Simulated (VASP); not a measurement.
# MgS in VASP: one cell, several levels of theory

Aim: gap, levels, forces and stress of MgS built on the zincblende prototype, under +0.5 % biaxial strain in the (111) plane, free along [111] at fixed geometry. Runs: PBE, r2SCAN. This is a trial cell built on a prototype, not taken from a measured structure, and it needn't be the compound's ground state.

Program: VASP 6.6.1. PAW datasets, plane waves. The cell comes from a prototype generator: it can be a known phase or a hypothetical one. Spin polarisation is off.

### Step 1. The system as given

The cell comes from an earlier relaxation with r2SCAN in another program, then strained, with the atoms relaxed again.

The symmetry is R3m (No. 160, trigonal); conventional cell a = 4.023 Å, c = 9.771 Å, 22.83 Å³ an atom. Around Mg lie 4 S at 2.45–2.46 Å; around S lie 4 Mg at 2.45–2.46 Å.

Structure file:

```cif
data_structure
_symmetry_space_group_name_H-M 'R3m:H'
_symmetry_Int_Tables_number 160
_cell_length_a 4.0235
_cell_length_b 4.0235
_cell_length_c 9.7708
_cell_angle_alpha 90.000
_cell_angle_beta 90.000
_cell_angle_gamma 120.000
_cell_volume 136.98
loop_
_atom_site_label
_atom_site_type_symbol
_atom_site_symmetry_multiplicity
_atom_site_Wyckoff_symbol
_atom_site_fract_x
_atom_site_fract_y
_atom_site_fract_z
_atom_site_occupancy
Mg1 Mg 3 a 0.33333 0.66667 0.66613 1
S1 S 3 a 0.33333 0.66667 0.91720 1
```

### Step 2. PBE

Contents of INCAR:

```
ENCUT = 520.000000
SIGMA = 0.020000
EDIFF = 1.00e-07
GGA = PE
PREC = Accurate
IBRION = -1
ISIF = 2
ISMEAR = -1
NBANDS = 11
NELM = 120
NSW = 0
LASPH = .TRUE.
LCHARG = .TRUE.
LELF = .TRUE.
LWAVE = .FALSE.
LREAL = .FALSE.
```

Contents of KPOINTS:

```
KPOINTS created by Atomic Simulation Environment
0
Gamma
8 8 8
0 0 0
```

Contents of KPOINTS_OPT:

```
special points
6
Reciprocal
0.0000000000 0.0000000000 0.0000000000 1
-0.5000000000 -0.5000000000 0.0000000000 1
-0.3750000000 -0.3750000000 0.2500000000 1
-0.3750000000 0.0000000000 0.3750000000 1
0.0000000000 0.0000000000 0.5000000000 1
-0.5000000000 -0.2500000000 0.2500000000 1
```

Contents of POSCAR:

```
Mg S
 1.0000000000000000
    -0.0163055601000000    2.8287256651999999    2.8287256651999999
     2.8287256651999999   -0.0163055601000000    2.8287256651999999
     2.8287256651999999    2.8287256651999999   -0.0163055601000000
 Mg  S
   1   1
Cartesian
 -0.0030027100771799 -0.0030027100771799 -0.0030027100771799
  1.4132891526521798  1.4132891526521798  1.4132891526521798
```

The run uses the recommended PBE PAW datasets (8 valence electrons a neutral cell).

The run is started by

```
$ mpirun -np 1 vasp_std
```

### Step 3. r2SCAN

Contents of INCAR:

```
ENCUT = 520.000000
SIGMA = 0.010000
EDIFF = 1.00e-07
ALGO = Normal
METAGGA = R2SCAN
PREC = Accurate
IBRION = -1
ISIF = 2
ISMEAR = 0
NBANDS = 11
NELM = 120
NSW = 0
LASPH = .TRUE.
LCHARG = .TRUE.
LELF = .TRUE.
LWAVE = .FALSE.
LREAL = .FALSE.
```

KPOINTS is that of step 2.

KPOINTS_OPT is that of step 2.

POSCAR is that of step 2.

**Question.** What will these runs give? Wanted: for each run, gap; pressure.

The runs gave:

```
 level  gap (eV)  pressure (GPa)
   PBE      3.39            0.56
r2SCAN      4.06           -0.65
```

The gap spans 3.39 eV (PBE) to 4.06 eV (r2SCAN). The pressure is highest with PBE (0.6 GPa) and lowest with r2SCAN (-0.7 GPa), which orders the cells that they would relax to.
